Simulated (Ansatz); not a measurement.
# Equation of state of Au under LDA

```cif
data_structure
_symmetry_space_group_name_H-M 'P 1'
_symmetry_Int_Tables_number 1
_cell_length_a 2.8779
_cell_length_b 2.8779
_cell_length_c 2.8779
_cell_angle_alpha 60.000
_cell_angle_beta 60.000
_cell_angle_gamma 60.000
_cell_volume 16.85
loop_
_atom_site_label
_atom_site_type_symbol
_atom_site_fract_x
_atom_site_fract_y
_atom_site_fract_z
_atom_site_occupancy
Au1 Au 0.00000 0.00000 0.00000 1
```

The cell was scaled at fixed shape and fractions and run with Ansatz, Ansatz PAW, cutoff 420 eV; LDA, k mesh 11 × 11 × 11 on the cell of 1 atom, fermi-dirac occupations of 0.05 eV, spin-orbit coupling, no magnetisation. The potentials were made for PBE. Energies are those that the program minimises, any entropy of the smearing included. For a metal such a mesh isn't converged to the digits shown.

```csv
V (Å³/atom),energy over the lowest row (meV/atom)
15.8435,14.81
16.1806,?
16.5177,0.00
16.8548,5.75
17.1919,18.82
17.5290,38.27
17.8661,63.28
```

Q: Fit the third-order Birch-Murnaghan form, give V0, B0 and B′, and predict the energy left open.

A: With y = (V0/V)^(2/3), E = E0 + (9 V0 B0/16) [(y - 1)³ B′ + (y - 1)² (6 - 4y)]. Least squares through the rows shown give V0 = 16.4479 Å³/atom, E0 = -0.18 meV, B0 = 199.3 GPa (1 eV/Å³ = 160.218 GPa) and B′ = 5.57, with a largest miss of 0.01 meV. At V = 16.1806 the form with these constants gives 2.62 meV; the run gave 2.62 meV an atom. Measured volume: 16.95 Å³/atom at 298 K (arxiv:1805.06931), so the fit lies -3.0 % from it. Measured modulus: 167 GPa (pmc:11102561, doi:10.1038/s41598-024-61861-2), so the fit lies +19.3 % from it. The runs are for a static lattice.
